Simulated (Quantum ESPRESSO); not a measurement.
# GaN (P6_3mc) in Quantum ESPRESSO: further runs, part 2 of 2

Quantum ESPRESSO 7.5. Earlier steps stand in the parts before.

### Step 10. Band structure, PBE

File pw.in:

```
&CONTROL
  calculation = 'scf'
  prefix = 'pwscf'
  outdir = './tmp'
  pseudo_dir = './pseudo'
  tprnfor = .true.
  tstress = .true.
  disk_io = 'low'
/
&SYSTEM
  ibrav = 0
  A = 3.18
  nat = 4
  ntyp = 2
  ecutwfc = 114
  nbnd = 36
  occupations = 'smearing'
  smearing = 'fd'
  degauss = 0.00367493
/
&ELECTRONS
  conv_thr = 8d-10
  electron_maxstep = 120
  mixing_beta = 0.5
/
ATOMIC_SPECIES
Ga    69.7230 Ga.upf
N     14.0070 N.upf
CELL_PARAMETERS alat
   1.0000000000    0.0000000000    0.0000000000
  -0.5000000000    0.8660254038    0.0000000000
   0.0000000000    0.0000000000    1.6245283019
ATOMIC_POSITIONS alat
Ga     0.5000000000    0.2886751346    0.8122641509
Ga    -0.0000000001    0.5773502692    0.0000000000
N      0.5000000000    0.2886751346    1.4214622642
N     -0.0000000001    0.5773502692    0.6091981132
K_POINTS automatic
10 10 5 0 0 0
```

File bands.in:

```
&CONTROL
  calculation = 'bands'
  prefix = 'pwscf'
  outdir = './tmp'
  pseudo_dir = './pseudo'
  disk_io = 'low'
  verbosity = 'high'
/
&SYSTEM
  ibrav = 0
  A = 3.18
  nat = 4
  ntyp = 2
  ecutwfc = 114
  nbnd = 36
  occupations = 'smearing'
  smearing = 'fd'
  degauss = 0.00367493
/
&ELECTRONS
  conv_thr = 1d-08
  electron_maxstep = 120
  mixing_beta = 0.5
  diago_full_acc = .true.
/
ATOMIC_SPECIES
Ga    69.7230 Ga.upf
N     14.0070 N.upf
CELL_PARAMETERS alat
   1.0000000000    0.0000000000    0.0000000000
  -0.5000000000    0.8660254038    0.0000000000
   0.0000000000    0.0000000000    1.6245283019
ATOMIC_POSITIONS alat
Ga     0.5000000000    0.2886751346    0.8122641509
Ga    -0.0000000001    0.5773502692    0.0000000000
N      0.5000000000    0.2886751346    1.4214622642
N     -0.0000000001    0.5773502692    0.6091981132
K_POINTS crystal
60
 0.0000000000  0.0000000000  0.0000000000 1
 0.0714285714  0.0000000000  0.0000000000 1
 0.1428571429  0.0000000000  0.0000000000 1
 0.2142857143  0.0000000000  0.0000000000 1
 0.2857142857  0.0000000000  0.0000000000 1
 0.3571428571  0.0000000000  0.0000000000 1
 0.4285714286  0.0000000000  0.0000000000 1
 0.5000000000  0.0000000000  0.0000000000 1
 0.4583333333  0.0833333333  0.0000000000 1
 0.4166666667  0.1666666667  0.0000000000 1
 0.3750000000  0.2500000000  0.0000000000 1
 0.3333333333  0.3333333333  0.0000000000 1
 0.2962962963  0.2962962963  0.0000000000 1
 0.2592592593  0.2592592593  0.0000000000 1
 0.2222222222  0.2222222222  0.0000000000 1
 0.1851851852  0.1851851852  0.0000000000 1
 0.1481481481  0.1481481481  0.0000000000 1
 0.1111111111  0.1111111111  0.0000000000 1
 0.0740740741  0.0740740741  0.0000000000 1
 0.0370370370  0.0370370370  0.0000000000 1
 0.0000000000  0.0000000000  0.0000000000 1
 0.0000000000  0.0000000000  0.1250000000 1
 0.0000000000  0.0000000000  0.2500000000 1
 0.0000000000  0.0000000000  0.3750000000 1
 0.0000000000  0.0000000000  0.5000000000 1
 0.0625000000  0.0000000000  0.5000000000 1
 0.1250000000  0.0000000000  0.5000000000 1
 0.1875000000  0.0000000000  0.5000000000 1
 0.2500000000  0.0000000000  0.5000000000 1
 0.3125000000  0.0000000000  0.5000000000 1
 0.3750000000  0.0000000000  0.5000000000 1
 0.4375000000  0.0000000000  0.5000000000 1
 0.5000000000  0.0000000000  0.5000000000 1
 0.4666666667  0.0666666667  0.5000000000 1
 0.4333333333  0.1333333333  0.5000000000 1
 0.4000000000  0.2000000000  0.5000000000 1
 0.3666666667  0.2666666667  0.5000000000 1
 0.3333333333  0.3333333333  0.5000000000 1
 0.3030303030  0.3030303030  0.5000000000 1
 0.2727272727  0.2727272727  0.5000000000 1
 0.2424242424  0.2424242424  0.5000000000 1
 0.2121212121  0.2121212121  0.5000000000 1
 0.1818181818  0.1818181818  0.5000000000 1
 0.1515151515  0.1515151515  0.5000000000 1
 0.1212121212  0.1212121212  0.5000000000 1
 0.0909090909  0.0909090909  0.5000000000 1
 0.0606060606  0.0606060606  0.5000000000 1
 0.0303030303  0.0303030303  0.5000000000 1
 0.0000000000  0.0000000000  0.5000000000 1
 0.5000000000  0.0000000000  0.5000000000 1
 0.5000000000  0.0000000000  0.4000000000 1
 0.5000000000  0.0000000000  0.3000000000 1
 0.5000000000  0.0000000000  0.2000000000 1
 0.5000000000  0.0000000000  0.1000000000 1
 0.5000000000  0.0000000000  0.0000000000 1
 0.3333333333  0.3333333333  0.0000000000 1
 0.3333333333  0.3333333333  0.1250000000 1
 0.3333333333  0.3333333333  0.2500000000 1
 0.3333333333  0.3333333333  0.3750000000 1
 0.3333333333  0.3333333333  0.5000000000 1
```

Potentials or basis: PseudoDojo 0.4 SR PBE stringent.

Run with:

```sh
OMP_NUM_THREADS=1 pw.x -in pw.in > pw.out
OMP_NUM_THREADS=1 pw.x -in bands.in > bands.out
```

pw.out:

```text
This program is part of the open-source Quantum ESPRESSO suite
     for quantum simulation of materials; please cite
         "P. Giannozzi et al., J. Phys.:Condens. Matter 21 395502 (2009);
         "P. Giannozzi et al., J. Phys.:Condens. Matter 29 465901 (2017);
         "P. Giannozzi et al., J. Chem. Phys. 152 154105 (2020);
     in publications or presentations arising from this work. More details at

     Message from routine setup:
     using ibrav=0 with symmetry is DISCOURAGED, use correct ibrav instead

     G-vector sticks info
     --------------------
     sticks:   dense  smooth     PW     G-vecs:    dense   smooth      PW
     Sum        1135    1135    313                50245    50245    7511

     Using Slab Decomposition

     bravais-lattice index     =            0
     lattice parameter (alat)  =       6.0093  a.u.
     unit-cell volume          =     305.3064 (a.u.)^3
     number of atoms/cell      =            4
     number of atomic types    =            2
     number of electrons       =        52.00
     number of Kohn-Sham states=           36
     kinetic-energy cutoff     =     114.0000  Ry
     charge density cutoff     =     456.0000  Ry
     scf convergence threshold =      8.0E-10
     mixing beta               =       0.5000
     number of iterations used =            8  plain     mixing
     Exchange-correlation= PBE
                           (   1   4   3   4   0   0   0)

     celldm(1)=   6.009329  celldm(2)=   0.000000  celldm(3)=   0.000000
     celldm(4)=   0.000000  celldm(5)=   0.000000  celldm(6)=   0.000000

     crystal axes: (cart. coord. in units of alat)
               a(1) = (   1.000000   0.000000   0.000000 )
               a(2) = (  -0.500000   0.866025   0.000000 )
               a(3) = (   0.000000   0.000000   1.624528 )

     reciprocal axes: (cart. coord. in units 2 pi/alat)
               b(1) = (  1.000000  0.577350 -0.000000 )
               b(2) = (  0.000000  1.154701  0.000000 )
               b(3) = (  0.000000 -0.000000  0.615563 )

     PseudoPot. # 1 for Ga read from file:
     Ga.upf
     Pseudo is Norm-conserving + core correction, Zval = 21.0
     Generated using ONCVPSP code by D. R. Hamann
     Using radial grid of 1902 points,  6 beta functions with:
                l(1) =   0
                l(2) =   0
                l(3) =   1
                l(4) =   1
                l(5) =   2
                l(6) =   2

     PseudoPot. # 2 for N  read from file:
     N.upf
     Pseudo is Norm-conserving + core correction, Zval =  5.0
     Generated using ONCVPSP code by D. R. Hamann
     Using radial grid of 1058 points,  4 beta functions with:
                l(1) =   0
                l(2) =   0
                l(3) =   1
                l(4) =   1

     atomic species   valence    mass     pseudopotential
     Ga               21.00    69.72300     Ga( 1.00)
     N                 5.00    14.00700     N ( 1.00)

     12 Sym. Ops. (no inversion) found ( 6 have fractional translation)

   Cartesian axes

     site n.     atom                  positions (alat units)
         1        Ga     tau(   1) = (   0.5000000   0.2886751   0.8122642  )
         2        Ga     tau(   2) = (  -0.0000000   0.5773503   0.0000000  )
         3        N      tau(   3) = (   0.5000000   0.2886751   1.4214623  )
         4        N      tau(   4) = (  -0.0000000   0.5773503   0.6091981  )

     number of k points=    42  Fermi-Dirac smearing, width (Ry)=  0.0037
                       cart. coord. in units 2pi/alat
        k(    1) = (   0.0000000   0.0000000   0.0000000), wk =   0.0040000
        k(    2) = (   0.0000000   0.0000000   0.1231127), wk =   0.0080000
        k(    3) = (   0.0000000   0.0000000   0.2462253), wk =   0.0080000
        k(    4) = (   0.0000000   0.1154701   0.0000000), wk =   0.0240000
        k(    5) = (   0.0000000   0.1154701   0.1231127), wk =   0.0480000
        k(    6) = (   0.0000000   0.1154701   0.2462253), wk =   0.0480000
[... 34 lines left out ...]
        k(   41) = (   0.3000000   0.5196152   0.1231127), wk =   0.0480000
        k(   42) = (   0.3000000   0.5196152   0.2462253), wk =   0.0480000

     Dense  grid:    50245 G-vectors     FFT dimensions: (  45,  45,  72)

     Initial potential from superposition of free atoms

     starting charge      51.9946, renormalised to      52.0000
     Starting wfcs are   34 randomized atomic wfcs +    2 random wfcs

     Self-consistent Calculation

     iteration #  1     ecut=   114.00 Ry     beta= 0.50
     Davidson diagonalization with overlap
     ethr =  1.00E-02,  avg # of iterations =  4.0

     total energy              =   -1034.61018276 Ry
     estimated scf accuracy    <       1.03729201 Ry

     iteration #  2     ecut=   114.00 Ry     beta= 0.50
     Davidson diagonalization with overlap
     ethr =  1.99E-03,  avg # of iterations =  2.0
[... 43 lines left out ...]
     total energy              =   -1034.94661572 Ry
     estimated scf accuracy    <       0.00000008 Ry

     iteration #  9     ecut=   114.00 Ry     beta= 0.50
     Davidson diagonalization with overlap
     ethr =  6.52E-11,  avg # of iterations =  2.0

     End of self-consistent calculation

          k = 0.0000 0.0000 0.0000 (  6315 PWs)   bands (ev):

  -130.2294-130.2294 -80.9761 -80.9761 -80.9760 -80.9758 -80.9758 -80.9744
    -4.1862  -3.2672  -1.6775  -1.6566  -1.6566  -1.5937  -1.5937  -1.4074
    -1.4074  -1.3056  -1.3056  -0.0200   4.7275  10.7959  10.7959  11.7935
    11.8534  11.8534  13.8558  16.1934  21.1125  21.8316  21.8316  22.7617
    23.6722  23.6722  26.4990  27.5631

          k = 0.0000 0.0000 0.1231 (  6255 PWs)   bands (ev):
[... 105 lines left out ...]
  -130.2294-130.2293 -80.9771 -80.9770 -80.9763 -80.9762 -80.9751 -80.9749
    -3.2134  -3.1420  -1.6196  -1.5850  -1.5219  -1.4661  -1.4125  -1.3715
    -1.3245  -1.3109  -0.3146   0.0357   5.4996   5.9677   9.2575   9.7605
    10.2622  10.2924  16.2037  16.8962  19.5065  19.9728  21.9302  22.0515
    23.5620  24.5708  26.2245  27.8613

          k = 0.0000-0.5774 0.0000 (  6280 PWs)   bands (ev):

  -130.2294-130.2293 -80.9772 -80.9770 -80.9765 -80.9761 -80.9753 -80.9748
    -3.2857  -3.1096  -1.6118  -1.5864  -1.4905  -1.4482  -1.3958  -1.3895
    -1.3152  -1.2806  -0.1439   0.4055   5.3814   6.5746   7.5927   9.0825
     9.6001  10.8694  16.9645  17.4948  17.9504  20.5362  22.2857  22.3136
    24.3741  25.3428  25.9565  28.7719

          k = 0.0000-0.5774 0.1231 (  6286 PWs)   bands (ev):

  -130.2294-130.2293 -80.9772 -80.9771 -80.9765 -80.9761 -80.9753 -80.9749
    -3.2510  -3.1085  -1.6213  -1.5670  -1.5134  -1.4630  -1.4100  -1.3551
    -1.3144  -1.2893  -0.1078   0.3429   5.1646   6.1477   8.2389   9.2307
    10.0035  10.6685  16.4273  17.0108  19.1890  19.9866  22.2619  22.6482
    23.1652  25.5612  25.6078  29.4742

          k = 0.0000-0.5774 0.2462 (  6276 PWs)   bands (ev):

  -130.2293-130.2293 -80.9772 -80.9772 -80.9764 -80.9762 -80.9751 -80.9749
    -3.1772  -3.1228  -1.6256  -1.5902  -1.5162  -1.4546  -1.4030  -1.3548
    -1.3112  -1.3034   0.0049   0.1805   5.0892   5.4697   9.4317   9.6361
    10.1807  10.2236  16.0521  16.6906  19.5350  19.9170  21.9118  22.0397
    23.5758  24.7003  26.4604  28.0637

          k = 0.1000 0.1732 0.0000 (  6297 PWs)   bands (ev):

  -130.2294-130.2293 -80.9764 -80.9763 -80.9761 -80.9759 -80.9758 -80.9745
    -3.9128  -3.2050  -1.6396  -1.6226  -1.5711  -1.5638  -1.5152  -1.4281
    -1.4072  -1.3463  -1.2985   0.1819   5.1452   9.1536   9.7421  10.4592
    11.4854  11.5036  15.4707  17.6240  20.2972  20.3364  22.6055  22.6293
    22.7759  24.2998  25.4158  26.0326
[... 179 lines left out ...]
  -130.2293-130.2293 -80.9770 -80.9770 -80.9767 -80.9766 -80.9750 -80.9750
    -3.1216  -3.1050  -1.5663  -1.5447  -1.5308  -1.4788  -1.3947  -1.3929
    -1.3559  -1.3463   0.2980   0.4214   5.6580   5.7879   7.4523   8.1950
    10.0473  10.3430  18.2006  18.2428  19.2303  19.7264  20.8685  21.0586
    24.9626  25.6711  26.2908  27.0405

     the Fermi energy is    12.8295 ev

!    total energy              =   -1034.94661574 Ry
     estimated scf accuracy    <          1.7E-10 Ry
     smearing contrib. (-TS)   =      -0.00000000 Ry
     internal energy E=F+TS    =   -1034.94661574 Ry

     The total energy is F=E-TS. E is the sum of the following terms:
     one-electron contribution =    -776.89820044 Ry
     hartree contribution      =     400.85424739 Ry
     xc contribution           =    -115.94380372 Ry
     ewald contribution        =    -542.95885897 Ry

     convergence has been achieved in   9 iterations

     Forces acting on atoms (cartesian axes, Ry/au):

     atom    1 type  1   force =    -0.00000000    0.00000000   -0.00531637
     atom    2 type  1   force =     0.00000000    0.00000000   -0.00531637
     atom    3 type  2   force =     0.00000000   -0.00000000    0.00531637
     atom    4 type  2   force =    -0.00000000    0.00000000    0.00531637

     Total force =     0.010633     Total SCF correction =     0.000005

     Computing stress (Cartesian axis) and pressure

          total   stress  (Ry/bohr**3)                   (kbar)     P=       69.48
   0.00042526  -0.00000000   0.00000000           62.56       -0.00        0.00
   0.00000000   0.00042526   0.00000000            0.00       62.56        0.00
   0.00000000   0.00000000   0.00056650            0.00        0.00       83.34

=------------------------------------------------------------------------------=
   JOB DONE.
=------------------------------------------------------------------------------=
```

Wall time 3 min (1 thread of Intel Xeon at 2.60GHz (Ice Lake), shared host); peak memory 0.26 GiB.

Results:

| Property | Result |
| --- | --- |
| Free energy | -14081.1661 eV |
| Pressure | 6.9 GPa |
| Largest force | 0.137 eV/Å |
| Band gap on the k mesh | 2.00 eV, direct |
| Band gap along the path | 2.00 eV, direct |

Forces on the atoms (eV/Å):
```
Ga   0.000  0.000 -0.137
Ga   0.000  0.000 -0.137
N    0.000  0.000  0.137
N    0.000  0.000  0.137
```

Stress tensor (GPa, compression positive):
```
6.26 0.00 0.00
0.00 6.26 0.00
0.00 0.00 8.33
```

Levels at the corners of the path, in eV from the valence-band top:
```
point  band 23  band 24  band 25  band 26  band 27  band 28  band 29  band 30
    Γ    -1.06    -0.06     0.00     0.00     2.00     4.34     9.26     9.98
    M    -4.26    -2.77    -2.25    -0.98     5.11     5.64     6.10     8.68
    K    -5.32    -3.03    -3.03    -2.71     5.16     7.90     7.90     8.44
    Γ    -1.06    -0.06     0.00     0.00     2.00     4.34     9.26     9.98
    A    -0.54    -0.54    -0.54    -0.54     4.32     4.32     8.57     8.57
    L    -1.95    -1.95    -1.92    -1.92     4.46     4.46     7.88     7.88
    H    -4.21    -4.21    -1.50    -1.50     6.53     6.53     7.35     7.35
    A    -0.54    -0.54    -0.54    -0.54     4.32     4.32     8.57     8.57
    L    -1.95    -1.95    -1.92    -1.92     4.46     4.46     7.88     7.88
    M    -4.26    -2.77    -2.25    -0.98     5.11     5.64     6.10     8.68
    K    -5.32    -3.03    -3.03    -2.71     5.16     7.90     7.90     8.44
    H    -4.21    -4.21    -1.50    -1.50     6.53     6.53     7.35     7.35
```

### Step 11. Against experiment

Step 10. A measured gap of GaN is 3.503 eV (direct; quoted in “Studying electronic properties in GaN without electrical contacts using γ-γ vs e−-γ Perturbed Angular Correlations”, 2019, pmc:6823545); the calculated 2.00 eV misses it by -1.50 eV. Spin-orbit coupling on Ga is left out. The value is that of PBE, without temperature or zero-point motion. Semilocal functionals fall short of measured gaps as a rule.
